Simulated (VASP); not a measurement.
In2O3: relaxation of cell and atoms with PBEsol

The system is In2O3.

```
In O
1.0
    -5.03523    5.03523    5.03523
     5.03523   -5.03523    5.03523
     5.03523    5.03523   -5.03523
In O
16 24
Direct
  0.50000 0.50000 0.50000
  0.50000 0.00000 0.00000
  0.00000 0.50000 0.00000
  0.00000 0.00000 0.50000
  0.25000 0.71588 0.46588
  0.75000 0.78412 0.03412
  0.46588 0.25000 0.71588
  0.03412 0.75000 0.78412
  0.71588 0.46588 0.25000
  0.78412 0.03412 0.75000
  0.75000 0.28412 0.53412
  0.25000 0.21588 0.96588
  0.53412 0.75000 0.28412
  0.96588 0.25000 0.21588
  0.28412 0.53412 0.75000
  0.21588 0.96588 0.25000
  0.53646 0.77239 0.54553
  0.72686 0.99093 0.95447
  0.96354 0.50907 0.23594
  0.77314 0.72761 0.26406
  0.54553 0.53646 0.77239
  0.95447 0.72686 0.99093
  0.23594 0.96354 0.50907
  0.26406 0.77314 0.72761
  0.77239 0.54553 0.53646
  0.99093 0.95447 0.72686
  0.50907 0.23594 0.96354
  0.72761 0.26406 0.77314
  0.46354 0.22761 0.45447
  0.27314 0.00907 0.04553
  0.03646 0.49093 0.76406
  0.22686 0.27239 0.73594
  0.45447 0.46354 0.22761
  0.04553 0.27314 0.00907
  0.76406 0.03646 0.49093
  0.73594 0.22686 0.27239
  0.22761 0.45447 0.46354
  0.00907 0.04553 0.27314
  0.49093 0.76406 0.03646
  0.27239 0.73594 0.22686
```

| Quantity | Value |
| --- | --- |
| Program | VASP 6.6.1 |
| Task | relaxation of cell and atoms |
| Functional | PBEsol |
| Potentials or basis | VASP PAW PBE potentials, release 64 (In_d, O) |
| Cutoff | 600 eV |
| k mesh | 2 × 2 × 2 |
| Occupations | fermi-dirac, width 0.05 eV |
| Spin | no spin polarisation |
| Target pressure | 10 GPa |
| Further INCAR settings | ALGO = Normal; EDIFF = 1e-06; IBRION = 2; EDIFFG = -0.01; NSW = 40; ISIF = 3 |
| Target pressure | 10 GPa |

```yaml
Relaxed_volume: 12.44 Å³/atom
Relaxed_cell: a = 8.647 Å, b = 8.647 Å, c = 8.647 Å, α = 109.47°, β = 109.47°, γ = 109.47°
Space_group_after_relaxing_to_0.05_Å: Ia-3 (No. 206)
Energy_change_on_relaxing_the_enthalpy_is_what_falls: +15.2 meV/atom
Ionic_steps: 10
Pressure_after_relaxing: 10.0 GPa
Largest_force_after_relaxing: 0.008 eV/Å
Band_gap_on_the_k_mesh: 1.32 eV, direct
```

Forces on the atoms (eV/Å):
```
In   0.000  0.000  0.000
In   0.000  0.000  0.000
In   0.000  0.000  0.000
In   0.000  0.000  0.000
In   0.005  0.000  0.000
In  -0.005  0.000  0.000
In   0.000  0.005  0.000
In   0.000 -0.005  0.000
In   0.000  0.000  0.005
In   0.000  0.000 -0.005
In  -0.005  0.000  0.000
In   0.005  0.000  0.000
In   0.000 -0.005  0.000
In   0.000  0.005  0.000
In   0.000  0.000 -0.005
In   0.000  0.000  0.005
O    0.003 -0.008  0.001
O   -0.003  0.008  0.001
O    0.003  0.008 -0.001
O   -0.003 -0.008 -0.001
O    0.001  0.003 -0.008
O    0.001 -0.003  0.008
O   -0.001  0.003  0.008
O   -0.001 -0.003 -0.008
O   -0.008  0.001  0.003
O    0.008  0.001 -0.003
O    0.008 -0.001  0.003
O   -0.008 -0.001 -0.003
O   -0.003  0.008 -0.001
O    0.003 -0.008 -0.001
O   -0.003 -0.008  0.001
O    0.003  0.008  0.001
O   -0.001 -0.003  0.008
O   -0.001  0.003 -0.008
O    0.001 -0.003 -0.008
O    0.001  0.003  0.008
O    0.008 -0.001 -0.003
O   -0.008 -0.001  0.003
O   -0.008  0.001 -0.003
O    0.008  0.001  0.003
```

Step by step:
| step | energy change (eV) | largest force (eV/Å) | pressure (GPa) | volume (Å³) |
| --- | --- | --- | --- | --- |
| 1 | 0.0000 | 0.0090 | 5.03 | 510.65 |
| 2 | 1.9627 | 0.1821 | 17.52 | 481.93 |
| 3 | 0.5762 | 0.0751 | 9.94 | 498.24 |
| 4 | 0.5916 | 0.0768 | 10.05 | 497.99 |
| 5 | 0.5990 | 0.0420 | 10.05 | 497.80 |
| 6 | 0.6071 | 0.0491 | 10.06 | 497.66 |
| 7 | 0.5922 | 0.0155 | 9.92 | 497.87 |
| 8 | 0.5900 | 0.0138 | 9.90 | 497.90 |
| 9 | 0.6238 | 0.0117 | 10.13 | 497.36 |
| 10 | 0.6069 | 0.0081 | 10.02 | 497.63 |

Final structure:
```
In O
1.0
    -4.99208    4.99208    4.99208
     4.99208   -4.99208    4.99208
     4.99208    4.99208   -4.99208
In O
16 24
Direct
  0.50000 0.50000 0.50000
  0.50000 0.00000 0.00000
  0.00000 0.50000 0.00000
  0.00000 0.00000 0.50000
  0.25000 0.71578 0.46578
  0.75000 0.78422 0.03422
  0.46578 0.25000 0.71578
  0.03422 0.75000 0.78422
  0.71578 0.46578 0.25000
  0.78422 0.03422 0.75000
  0.75000 0.28422 0.53422
  0.25000 0.21578 0.96578
  0.53422 0.75000 0.28422
  0.96578 0.25000 0.21578
  0.28422 0.53422 0.75000
  0.21578 0.96578 0.25000
  0.53622 0.77266 0.54646
  0.72620 0.98976 0.95354
  0.96378 0.51024 0.23644
  0.77380 0.72734 0.26356
  0.54646 0.53622 0.77266
  0.95354 0.72620 0.98976
  0.23644 0.96378 0.51024
  0.26356 0.77380 0.72734
  0.77266 0.54646 0.53622
  0.98976 0.95354 0.72620
  0.51024 0.23644 0.96378
  0.72734 0.26356 0.77380
  0.46378 0.22734 0.45354
  0.27380 0.01024 0.04646
  0.03622 0.48976 0.76356
  0.22620 0.27266 0.73644
  0.45354 0.46378 0.22734
  0.04646 0.27380 0.01024
  0.76356 0.03622 0.48976
  0.73644 0.22620 0.27266
  0.22734 0.45354 0.46378
  0.01024 0.04646 0.27380
  0.48976 0.76356 0.03622
  0.27266 0.73644 0.22620
```

Levels at points of the mesh, in eV from the valence-band top:
```
           k point  band 172  band 173  band 174  band 175  band 176  band 177  band 178  band 179  band 180  band 181
(0.00, 0.00, 0.00)     -0.27     -0.27      0.00      0.00      0.00      1.32      5.73      5.73      5.73      5.75
(0.50, 0.00, 0.00)     -0.24     -0.17     -0.17     -0.05     -0.05      3.42      3.42      5.21      5.21      5.30
(0.50, 0.50, 0.50)     -0.26     -0.26     -0.23     -0.23     -0.17      4.30      4.30      4.30      4.38      4.38
```

Run time: 17 min on 8 MPI ranks on Intel(R) Xeon(R) Platinum 8488C (Sapphire Rapids), on a shared host, peak memory 0.28 GiB a rank.

Caveat: the k mesh is coarse (spacing up to 0.44 Å⁻¹), so the values aren't converged; the cell is relaxed towards a set pressure, so the enthalpy falls and the energy may rise; the PAW data sets were made with another functional, which shifts forces and pressure a little; spin-orbit coupling is left out, which moves the levels of the heavy elements. PBEsol gaps usually lie below the measured ones, often by a third to a half.
